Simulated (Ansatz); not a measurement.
# Zinc, fcc under BLYP: ground state and equation of state

Aim: take zinc in the fcc structure, relax it, solve it on a dense k-mesh, then scale the cell to 7 volumes from 88 to 112 % of the relaxed one and try a fit of the equation of state. Spin polarisation is left out. The k-meshes are 14×14×14 for the relaxation; 22×22×22 for the dense run; 15×15×15 for the volumes.

This is Zn in the fcc structure; at room conditions it is hcp.

Method: DFT BLYP, plane waves (420 eV) with PAW, scalar-relativistic; PBE-made PAW files, in Ansatz 0.2.0.

### 1 The system as given

Symmetry: Fm-3m, No. 225, cubic system. Conventional cell: a = 3.933 Å, b = 3.933 Å, c = 3.933 Å, α = 90.00°, β = 90.00°, γ = 90.00°. Around Zn (site symmetry m-3m) lie 12 Zn at 2.78 Å.

As a file:

```
Zn
1.0
     0.00000    1.96655    1.96655
     1.96655    0.00000    1.96655
     1.96655    1.96655    0.00000
Zn
1
Direct
  0.00000 0.00000 0.00000
```

### 2 Relaxation of the cell

input.yaml

```yaml
crystal:
  lattice:
    - [0.0, 1.9665497572, 1.9665497572]
    - [1.9665497572, 0.0, 1.9665497572]
    - [1.9665497572, 1.9665497572, 0.0]
  atoms:
    - { symbol: Zn, position: [0.0, 0.0, 0.0] }
hamiltonian:
  xc: blyp
  pseudopotentials:
    kind: paw
    azcp:
      Zn: "pseudopotentials/Zn.paw.azcp"
basis:
  ecutwfc: 420
  fft_grid_basis: typed
kpoints:
  mp_grid: { grid: [14, 14, 14], shift: [0, 0, 0] }
magnetization:
  spin_polarized: false
scf:
  occupations: { method: fermi_dirac, width: 0.1 }
relax:
  max_steps: 60
  f_tol: 0.01
  cell: {}
```

Run with:

```
ansatz run input.yaml --threads 2 --pin off --max-ram 5120MiB --backend cpu --events-out ev --progress --plain --runs-dir out
```

Standard output:

```text
Warning: RAYON_NUM_THREADS=2 ignored (pool sized by the plan → 2); use --threads N
Engine: ansatz 0.2.0, aarch64-unknown-linux-gnu
Pseudopotentials: kind: paw
Pseudopotential: Zn, paw, valence charge 12, recommended cutoff 420 eV (normal), <dir>
Functional definition: BLYP
  parameter beta = 0.0042
  parameter a = 0.04918
  parameter b = 0.132
  parameter c = 0.2533
  parameter d = 0.349
  exchange = b88_x(beta = beta)
  correlation = lyp_c(a = a, b = b, c = c, d = d)
Crystal: 1 atoms, lattice volume = 15.211 Å³
Basis set: ecut = 420 eV, 307 PW (Γ), exchange–correlation on 40×40×40 points (8 copies of the dense FFT grid, shifted against one another)
Bands: 10, of which v1, the nominal top of the filled ones, is band 6 counted from 1 (5 counted from 0)
Symmetry: 48 space group operations
Space group: Fm-3m (ITA 225), of the structure as read, at distance tolerance 2.5e-5 Å
k-points: 104 of 2744
Non-local potential: Zn, projectors of the file, l = 0: 2, l = 1: 2, l = 2: 3, l = 3: 1
PAW form: soft (Blöchl's): semilocal exchange-correlation on the pseudo side does not see the compensation charge
PAW frozen core: Zn, regenerated for the run's functional, and the local potential with it (the file was generated under x = pbe(κ = 0.804, μ = 0.2195149727645171), c = pbe(β = 0.06672455060314922))
PAW one-centre angular grid: Zn, 590 points (default); XC on 64 Gauss nodes
Initial density: superposition of atomic densities (neutral atoms: chi_scale 0, normalization atom), corrected by the library's trained network
Initial wavefunctions: pseudopotential atomic-orbital guess
Functional: x = b88, c = lyp
SCF iter   1: F=—  HF=-3328.386453 eV  |F-HF|=—  |Δ(HF+E_count)|=         —  Δρ=6.81e-3  dr2=7.09e-3  ethr=1.77e-3  ⟨swp⟩=4.7  Hψ=6615  notcnv=0
preconditioner: auto → none  [insulator: Δε(μ)=0.283 eV  Ē_g=17.227 eV  σ=0.100 eV  W_gap=0.54  n_scr=0 (ndim 8)  ℏωp=33.0 eV  f_vac=0.000  D(μ)=0.18/eV (n_scr^D=0)  ε∞_Penn≈4.7]
SCF iter   2: F=—  HF=-3328.386360 eV  |F-HF|=—  |Δ(HF+E_count)|=   9.27e-5  Δρ=5.05e-3  dr2=1.38e-3  ethr=5.91e-5  ⟨swp⟩=1.8  Hψ=2222  notcnv=0
SCF iter   3: F=—  HF=-3328.386257 eV  |F-HF|=—  |Δ(HF+E_count)|=   1.03e-4  Δρ=1.90e-3  dr2=5.66e-4  ethr=1.15e-5  ⟨swp⟩=2.0  Hψ=1642  notcnv=0
SCF iter   4: F=—  HF=-3328.386166 eV  |F-HF|=—  |Δ(HF+E_count)|=   9.08e-5  Δρ=3.21e-4  dr2=6.33e-6  ethr=4.72e-6  ⟨swp⟩=2.2  Hψ=1574  notcnv=0
SCF iter   5: F=—  HF=-3328.386173 eV  |F-HF|=—  |Δ(HF+E_count)|=   6.63e-6  Δρ=1.94e-4  dr2=3.29e-6  ethr=5.27e-8  ⟨swp⟩=2.0  Hψ=1666  notcnv=0
SCF iter   6: F=-3328.386172 eV  HF=-3328.386172 eV  |F-HF|=5.32e-9  |Δ(HF+E_count)|=   1.24e-6  Δρ=8.67e-6  dr2=6.38e-9  ethr=8.33e-10  ⟨swp⟩=3.6  Hψ=4376  notcnv=0
SCF 1 converged in 6 iterations: F = -3328.386172 eV  dr2 = 6.38e-9
relax step   1: F+E_penalty+E_count = -3328.38617171 eV  Δ(F+E_penalty+E_count) = +0.000e0 eV  max|allowed force component| = 0.000e0 eV/Å  Δτ_max = 0.0000 Å  P = +5.859 GPa  Ω = 15.211 Å³  (6 SCF iters, dr2 threshold 1.00e-7 eV, accepted)
Crystal: 1 atoms, lattice volume = 16.137 Å³
Basis set: ecut = 420 eV, 331 PW (Γ), exchange–correlation on 40×40×40 points (8 copies of the dense FFT grid, shifted against one another)
Initial density: handed on by an earlier stage of this run
Initial wavefunctions: those handed on with the density
iter 1 solved again at ethr=2.38e-5 eV; its pass at ethr=3.10e-3 eV (dr2=2.86e-3 eV) is discarded
SCF iter   1: F=—  HF=-3328.408483 eV  |F-HF|=—  |Δ(HF+E_count)|=         —  Δρ=5.08e-3  dr2=3.06e-3  ethr=2.38e-5  ⟨swp⟩=1.7  Hψ=10346  notcnv=0
preconditioner: auto → none  [metal: Δε(μ)=0.177 eV  Ē_g=16.713 eV  σ=0.100 eV  W_gap=0.38  n_scr=0 (ndim 8)  ℏωp=32.0 eV  f_vac=0.000  D(μ)=0.18/eV (n_scr^D=0)]
SCF iter   2: F=—  HF=-3328.407737 eV  |F-HF|=—  |Δ(HF+E_count)|=   7.46e-4  Δρ=2.19e-3  dr2=2.96e-4  ethr=2.38e-5  ⟨swp⟩=2.0  Hψ=1802  notcnv=0
SCF iter   3: F=—  HF=-3328.407424 eV  |F-HF|=—  |Δ(HF+E_count)|=   3.13e-4  Δρ=6.20e-4  dr2=6.28e-5  ethr=2.47e-6  ⟨swp⟩=2.0  Hψ=1653  notcnv=0
SCF iter   4: F=—  HF=-3328.407398 eV  |F-HF|=—  |Δ(HF+E_count)|=   2.61e-5  Δρ=1.13e-4  dr2=1.21e-6  ethr=5.23e-7  ⟨swp⟩=2.1  Hψ=1756  notcnv=0
SCF iter   5: F=-3328.407399 eV  HF=-3328.407399 eV  |F-HF|=3.80e-9  |Δ(HF+E_count)|=   9.62e-7  Δρ=1.43e-5  dr2=1.19e-8  ethr=8.33e-10  ⟨swp⟩=5.0  Hψ=3885  notcnv=0
SCF 2 converged in 5 iterations: F = -3328.407399 eV  dr2 = 1.19e-8
relax step   2: F+E_penalty+E_count = -3328.40739906 eV  Δ(F+E_penalty+E_count) = -2.123e-2 eV  max|allowed force component| = 0.000e0 eV/Å  Δτ_max = 0.0000 Å  P = +1.893 GPa  Ω = 16.137 Å³  energy of the carried Pulay correction = -4.908e-4 eV  (5 SCF iters, dr2 threshold 1.00e-7 eV, accepted)
Crystal: 1 atoms, lattice volume = 16.620 Å³
iter 1 solved again at ethr=5.23e-6 eV; its pass at ethr=3.10e-3 eV (dr2=6.28e-4 eV) is discarded
SCF iter   1: F=—  HF=-3328.410673 eV  |F-HF|=—  |Δ(HF+E_count)|=         —  Δρ=2.31e-3  dr2=6.66e-4  ethr=5.23e-6  ⟨swp⟩=2.0  Hψ=9995  notcnv=0
preconditioner: auto → none  [metal: Δε(μ)=0.114 eV  Ē_g=16.423 eV  σ=0.100 eV  W_gap=0.26  n_scr=0 (ndim 8)  ℏωp=31.6 eV  f_vac=0.000  D(μ)=0.19/eV (n_scr^D=0)]
SCF iter   2: F=—  HF=-3328.410511 eV  |F-HF|=—  |Δ(HF+E_count)|=   1.61e-4  Δρ=1.01e-3  dr2=6.37e-5  ethr=5.23e-6  ⟨swp⟩=2.0  Hψ=1614  notcnv=0
SCF iter   3: F=—  HF=-3328.410447 eV  |F-HF|=—  |Δ(HF+E_count)|=   6.45e-5  Δρ=2.89e-4  dr2=1.43e-5  ethr=5.31e-7  ⟨swp⟩=2.0  Hψ=1654  notcnv=0
SCF iter   4: F=—  HF=-3328.410444 eV  |F-HF|=—  |Δ(HF+E_count)|=   3.37e-6  Δρ=5.55e-5  dr2=3.21e-7  ethr=1.19e-7  ⟨swp⟩=2.1  Hψ=1675  notcnv=0
SCF iter   5: F=-3328.410444 eV  HF=-3328.410444 eV  |F-HF|=4.37e-9  |Δ(HF+E_count)|=   2.06e-7  Δρ=7.57e-6  dr2=3.53e-9  ethr=8.33e-10  ⟨swp⟩=4.9  Hψ=3769  notcnv=0
SCF 3 converged in 5 iterations: F = -3328.410444 eV  dr2 = 3.53e-9
relax step   3: F+E_penalty+E_count = -3328.41044380 eV  Δ(F+E_penalty+E_count) = -3.045e-3 eV  max|allowed force component| = 0.000e0 eV/Å  Δτ_max = 0.0000 Å  P = +0.340 GPa  Ω = 16.620 Å³  energy of the carried Pulay correction = -7.353e-4 eV  (5 SCF iters, dr2 threshold 1.00e-7 eV, accepted)
Crystal: 1 atoms, lattice volume = 16.736 Å³
iter 1 solved again at ethr=3.64e-7 eV; its pass at ethr=3.10e-3 eV (dr2=4.36e-5 eV) is discarded
SCF iter   1: F=—  HF=-3328.410522 eV  |F-HF|=—  |Δ(HF+E_count)|=         —  Δρ=5.14e-4  dr2=3.38e-5  ethr=3.64e-7  ⟨swp⟩=2.3  Hψ=9581  notcnv=0
preconditioner: auto → none  [metal: Δε(μ)=0.102 eV  Ē_g=16.338 eV  σ=0.100 eV  W_gap=0.24  n_scr=0 (ndim 8)  ℏωp=31.4 eV  f_vac=0.000  D(μ)=0.19/eV (n_scr^D=0)]
SCF iter   2: F=—  HF=-3328.410515 eV  |F-HF|=—  |Δ(HF+E_count)|=   6.38e-6  Δρ=2.21e-4  dr2=3.01e-6  ethr=2.82e-7  ⟨swp⟩=2.0  Hψ=1595  notcnv=0
SCF iter   3: F=—  HF=-3328.410512 eV  |F-HF|=—  |Δ(HF+E_count)|=   3.07e-6  Δρ=6.63e-5  dr2=7.61e-7  ethr=2.51e-8  ⟨swp⟩=2.0  Hψ=1653  notcnv=0
SCF iter   4: F=-3328.410512 eV  HF=-3328.410512 eV  |F-HF|=6.86e-9  |Δ(HF+E_count)|=   2.55e-7  Δρ=1.39e-5  dr2=1.94e-8  ethr=8.33e-10  ⟨swp⟩=3.0  Hψ=4368  notcnv=0
SCF 4 converged in 4 iterations: F = -3328.410512 eV  dr2 = 1.94e-8
relax step   4: F+E_penalty+E_count = -3328.41051196 eV  Δ(F+E_penalty+E_count) = -6.816e-5 eV  max|allowed force component| = 0.000e0 eV/Å  Δτ_max = 0.0000 Å  P = +0.011 GPa  Ω = 16.736 Å³  energy of the carried Pulay correction = -7.929e-4 eV  (4 SCF iters, dr2 threshold 1.00e-7 eV, accepted)
Initial wavefunctions: pseudopotential atomic-orbital guess (no wavefunctions were taken with the density)
iter 1 solved again at ethr=2.66e-6 eV; its pass at ethr=3.10e-3 eV (dr2=3.19e-4 eV) is discarded
SCF iter   1: F=—  HF=-3328.408220 eV  |F-HF|=—  |Δ(HF+E_count)|=         —  Δρ=1.08e-3  dr2=4.95e-6  ethr=2.66e-6  ⟨swp⟩=2.1  Hψ=8980  notcnv=0
preconditioner: auto → none  [metal: Δε(μ)=0.102 eV  Ē_g=16.330 eV  σ=0.100 eV  W_gap=0.24  n_scr=0 (ndim 8)  ℏωp=31.4 eV  f_vac=0.000  D(μ)=0.19/eV (n_scr^D=0)]
SCF iter   2: F=—  HF=-3328.410762 eV  |F-HF|=—  |Δ(HF+E_count)|=   2.54e-3  Δρ=5.41e-4  dr2=1.16e-6  ethr=4.12e-8  ⟨swp⟩=2.1  Hψ=1320  notcnv=0
SCF iter   3: F=—  HF=-3328.411611 eV  |F-HF|=—  |Δ(HF+E_count)|=   8.49e-4  Δρ=4.29e-5  dr2=8.37e-9  ethr=9.69e-9  ⟨swp⟩=2.6  Hψ=1509  notcnv=0
SCF iter   4: F=—  HF=-3328.411616 eV  |F-HF|=—  |Δ(HF+E_count)|=   5.30e-6  Δρ=5.46e-6  dr2=2.82e-9  ethr=6.98e-11  ⟨swp⟩=2.0  Hψ=1671  notcnv=0
SCF iter   5: F=—  HF=-3328.411616 eV  |F-HF|=—  |Δ(HF+E_count)|=   3.24e-9  Δρ=1.63e-6  dr2=1.51e-10  ethr=2.35e-11  ⟨swp⟩=2.0  Hψ=1624  notcnv=0
SCF iter   6: F=-3328.411616 eV  HF=-3328.411616 eV  |F-HF|=3.64e-12  |Δ(HF+E_count)|=  3.46e-10  Δρ=1.04e-7  dr2=8.85e-13  ethr=1.00e-12  ⟨swp⟩=3.5  Hψ=4524  notcnv=0
SCF 5 converged in 6 iterations: F = -3328.411616 eV  dr2 = 8.85e-13
relax step   5: F+E_penalty+E_count = -3328.41161586 eV  Δ(F+E_penalty+E_count) = -1.104e-3 eV  max|allowed force component| = 0.000e0 eV/Å  Δτ_max = 0.0000 Å  P = +0.074 GPa  Ω = 16.736 Å³  stress off target by 7.40e-2 GPa  SCF on the basis re-selected at this cell (its energy is not comparable with the rows above)  (6 SCF iters)
basis re-selected at this cell: Δ(F+E_penalty+E_count) = -1.104e-3 eV, ΔP = +0.063 GPa vs the last step (what re-selecting the basis moved, of the pressure what is left beyond the Pulay correction that the steps carried, after the strain that the cell walked since its last selection, with what the two solves' SCF thresholds leave and, on support functions, any second-order correction that the steps lacked; it is no measure of the basis error at this ecutwfc). This SCF's stress stands 7.40e-2 GPa from its target on what of the cell is left free (relax.cell.stress_tol is 5.00e-2 GPa) and its largest allowed force component is 0.00e0 eV/Å (relax.f_tol is 1.00e-2 eV/Å): not within both, so this SCF does not close the relaxation
Crystal: 1 atoms, lattice volume = 16.762 Å³
iter 1 solved again at ethr=9.35e-9 eV; its pass at ethr=3.10e-3 eV (dr2=1.12e-6 eV) is discarded
SCF iter   1: F=—  HF=-3328.411608 eV  |F-HF|=—  |Δ(HF+E_count)|=         —  Δρ=1.17e-4  dr2=1.75e-6  ethr=9.35e-9  ⟨swp⟩=2.0  Hψ=9050  notcnv=0
preconditioner: auto → none  [metal: Δε(μ)=0.098 eV  Ē_g=16.318 eV  σ=0.100 eV  W_gap=0.23  n_scr=0 (ndim 8)  ℏωp=31.4 eV  f_vac=0.000  D(μ)=0.19/eV (n_scr^D=0)]
SCF iter   2: F=—  HF=-3328.411609 eV  |F-HF|=—  |Δ(HF+E_count)|=   1.63e-6  Δρ=5.38e-5  dr2=1.86e-7  ethr=9.35e-9  ⟨swp⟩=2.0  Hψ=1662  notcnv=0
SCF iter   3: F=—  HF=-3328.411609 eV  |F-HF|=—  |Δ(HF+E_count)|=   1.81e-7  Δρ=1.45e-5  dr2=3.68e-8  ethr=1.55e-9  ⟨swp⟩=2.0  Hψ=1653  notcnv=0
SCF iter   4: F=-3328.411609 eV  HF=-3328.411609 eV  |F-HF|=5.16e-10  |Δ(HF+E_count)|=   1.29e-8  Δρ=2.98e-6  dr2=7.73e-10  ethr=1.14e-10  ⟨swp⟩=4.0  Hψ=3296  notcnv=0
SCF 6 converged in 4 iterations: F = -3328.411609 eV  dr2 = 7.73e-10
relax step   6: F+E_penalty+E_count = -3328.41160920 eV  Δ(F+E_penalty+E_count) = +6.660e-6 eV  max|allowed force component| = 0.000e0 eV/Å  Δτ_max = 0.0000 Å  P = +0.003 GPa  Ω = 16.762 Å³  energy of the carried Pulay correction = -1.294e-5 eV  (4 SCF iters, dr2 threshold 1.37e-8 eV, accepted)
iter 1 solved again at ethr=2.32e-6 eV; its pass at ethr=3.10e-3 eV (dr2=2.79e-4 eV) is discarded
SCF iter   1: F=—  HF=-3328.411625 eV  |F-HF|=—  |Δ(HF+E_count)|=         —  Δρ=2.95e-6  dr2=5.61e-10  ethr=2.32e-6  ⟨swp⟩=2.2  Hψ=9048  notcnv=0
eigensolver tolerance schedule: the retry pair's looser diagonalisation over-reported the residual by 496578.39 of it (diagonalisation noise at an unbounded share of the residual, at the tolerance the schedule requests for it); recorded, not acted on — ethr = c·dr2/N_el stays at c = 1.0e-1
preconditioner: auto → none  [metal: Δε(μ)=0.098 eV  Ē_g=16.316 eV  σ=0.100 eV  W_gap=0.23  n_scr=0 (ndim 8)  ℏωp=31.4 eV  f_vac=0.000  D(μ)=0.19/eV (n_scr^D=0)]
SCF iter   2: F=—  HF=-3328.411627 eV  |F-HF|=—  |Δ(HF+E_count)|=   2.14e-6  Δρ=2.19e-6  dr2=6.79e-10  ethr=4.68e-12  ⟨swp⟩=3.2  Hψ=2270  notcnv=0
SCF iter   3: F=—  HF=-3328.411627 eV  |F-HF|=—  |Δ(HF+E_count)|=  3.70e-10  Δρ=1.44e-6  dr2=1.23e-10  ethr=4.68e-12  ⟨swp⟩=2.0  Hψ=1662  notcnv=0
SCF iter   4: F=—  HF=-3328.411627 eV  |F-HF|=—  |Δ(HF+E_count)|=  1.26e-10  Δρ=5.73e-7  dr2=3.18e-11  ethr=1.03e-12  ⟨swp⟩=2.0  Hψ=1666  notcnv=0
SCF iter   5: F=-3328.411627 eV  HF=-3328.411627 eV  |F-HF|=9.09e-13  |Δ(HF+E_count)|=  7.28e-12  Δρ=1.24e-7  dr2=1.92e-12  ethr=1.00e-12  ⟨swp⟩=4.0  Hψ=4267  notcnv=0
SCF 7 converged in 5 iterations: F = -3328.411627 eV  dr2 = 1.92e-12
relax step   7: F+E_penalty+E_count = -3328.41162673 eV  Δ(F+E_penalty+E_count) = -1.753e-5 eV  max|allowed force component| = 0.000e0 eV/Å  Δτ_max = 0.0000 Å  P = +0.003 GPa  Ω = 16.762 Å³  stress off target by 2.81e-3 GPa  SCF on the basis re-selected at this cell (its energy is not comparable with the rows above)  (5 SCF iters)
basis re-selected at this cell: Δ(F+E_penalty+E_count) = -1.753e-5 eV, ΔP = -0.000 GPa vs the last step (what re-selecting the basis moved, of the pressure what is left beyond the Pulay correction that the steps carried, after the strain that the cell walked since its last selection, with what the two solves' SCF thresholds leave and, on support functions, any second-order correction that the steps lacked; it is no measure of the basis error at this ecutwfc). This SCF's stress stands 2.81e-3 GPa from its target on what of the cell is left free (relax.cell.stress_tol is 5.00e-2 GPa) and its largest allowed force component is 0.00e0 eV/Å (relax.f_tol is 1.00e-2 eV/Å): within both
SCF converged after 5 iterations
Free energy (F): -3328.411627 eV
Harris-Foulkes:  -3328.411627 eV  (|F-HF|=9.09e-13)
Internal energy: -3328.404424 eV  (E = F + TS)
E sigma→0 (E₀):  -3328.408025 eV
Entropy (-TS):   -0.007203 eV (-7.203 meV/atom)
Fermi energy:    9.995945 eV
--- Per-component energies (eV) ---
  E_band       = 39.054549
  E_kinetic    = 130.881955
  E_local      = -1592.945159  (includes V_loc(G=0)·N_el)
  E_nonlocal   = 608.490154
  E_hartree    = 667.562378
  E_xc         = -135.899144
  E_vxc        = -50.580945  (∫ρ·V_xc dr)
  E_paw        = -1836.357105  (= ΣΔE_a)
  E_vpaw       = -391.915774  (= ΣTr[D̂ρ^β])
  E_aug_tail   = -0.000402  (compensation charges beyond the density's cutoff)
  E_ewald      = -1170.071480
  E_core_change = -0.065622  (= ΣΔE_core)
  E_smearing   = -0.007203  (= −TS)
  E_closure    = -0.000000  (closes the sum)
  Σ components = -3328.411627   (vs F -3328.411627, Δ=0.00e0)
--- Forces (eV/Å), atoms counted from 1 ---
  atom   1  Zn    -0.00000000    -0.00000000     0.00000000
  max |Σ_I F_I| component: 7.40e-32 eV/Å
--- Stress (GPa, compression-positive) ---
        0.002807       0.000000       0.000000
        0.000000       0.002807      -0.000000
        0.000000       0.000000       0.002807
  P = ⅓ Tr σ = 0.0028 GPa (0.028 kbar)
--- Relaxed structure (5 steps of the walk, 5 accepted, 2 SCFs on fresh bases) ---
  F+E_penalty+E_count = -3328.41162673 eV   max|allowed force component| = 0.000e0 eV/Å   (the final SCF, on the basis selected at the relaxed cell)
  cell:  # Å, volume = 16.7623 Å³
    - [1.4426271526543646e-33, 2.031272469008005, 2.031272469008005]
    - [2.031272469008005, 1.7881571769534957e-33, 2.031272469008005]
    - [2.031272469008005, 2.031272469008005, -1.3136506022308945e-33]
  atoms:
    - { symbol: Zn, position: [0.0, 0.0, 0.0] }
```

It took 4.5 s on 2 threads of Arm Neoverse V1, shared host; peak memory 0.26 GiB.

Relaxation path:

| step | energy change (meV/atom) | largest force (eV/Å) | pressure (GPa) | volume (Å³/atom) |
| --- | --- | --- | --- | --- |
| 1 | 0.00 | 0.0000 | 5.86 | 15.211 |
| 2 | -21.23 | 0.0000 | 1.89 | 16.137 |
| 3 | -24.27 | 0.0000 | 0.34 | 16.620 |
| 4 | -24.34 | 0.0000 | 0.01 | 16.736 |
| 5 | -25.44 | 0.0000 | 0.07 | 16.736 |
| 6 | -25.44 | 0.0000 | 0.00 | 16.762 |
| 7 | -25.46 | 0.0000 | 0.00 | 16.762 |

Steps that repeat a cell are solved on a basis chosen anew, so their changes of energy are no gain of the relaxation.

The cell of the run, before and after:

|  | before | after | change |
| --- | --- | --- | --- |
| a (Å) | 2.781 | 2.873 | +3.3 % |
| b (Å) | 2.781 | 2.873 | +3.3 % |
| c (Å) | 2.781 | 2.873 | +3.3 % |
| volume (Å³/atom) | 15.211 | 16.762 | +10.2 % |
| shortest distance (Å) | 2.781 | 2.873 | +3.3 % |
| space group (spins left aside) | Fm-3m | Fm-3m | same |

[end of part 1 of 2]
